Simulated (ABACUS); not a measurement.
The system is SrO.

```
Sr O
1.0
     0.00000    2.56630    2.56630
     2.56630    0.00000    2.56630
     2.56630    2.56630    0.00000
Sr O
1 1
Direct
  0.50000 0.50000 0.50000
  0.00000 0.00000 0.00000
```

| Item | Value |
| --- | --- |
| Program | ABACUS 3.10.1 |
| Task | single point |
| Functional | PBE |
| Potentials or basis | PseudoDojo NC SR 0.4.1 PBE standard |
| Cutoff | 1143 eV |
| Density cutoff | 4572 eV |
| Basis | plane waves |
| k mesh | 9 × 9 × 9 |
| Occupations | fermi-dirac, width 0.05 eV |
| Spin | no spin polarisation |

On this cell: pressure 3.1 GPa; largest force zero by symmetry; band gap on the k mesh 3.38 eV, indirect (least direct gap 3.46 eV).

The same run follows on a disturbed copy (atoms moved at random, drawn with an rms of 0.05 Å):

```
CELL_PARAMETERS angstrom
0.00000 2.56630 2.56630
2.56630 0.00000 2.56630
2.56630 2.56630 0.00000
ATOMIC_POSITIONS crystal
Sr 0.49804 0.49679 0.50611
O 0.02237 0.99792 0.99510
```

Problem. What changes?

Solution. The energy moves by +3.4 meV/atom; pressure 3.3 GPa; largest force 0.175 eV/Å; band gap on the k mesh 3.41 eV, indirect (least direct gap 3.48 eV).

Forces in eV/Å, atoms in the order of the input:
```
Sr  -0.056  0.075  0.148
O    0.056 -0.075 -0.148
```

Stress tensor (GPa, compression positive):
```
 3.10  0.01  0.03
 0.01  3.16 -0.03
 0.03 -0.03  3.51
```

Caveats: an odd mesh through Γ misses points on the zone boundary, where band edges often lie.
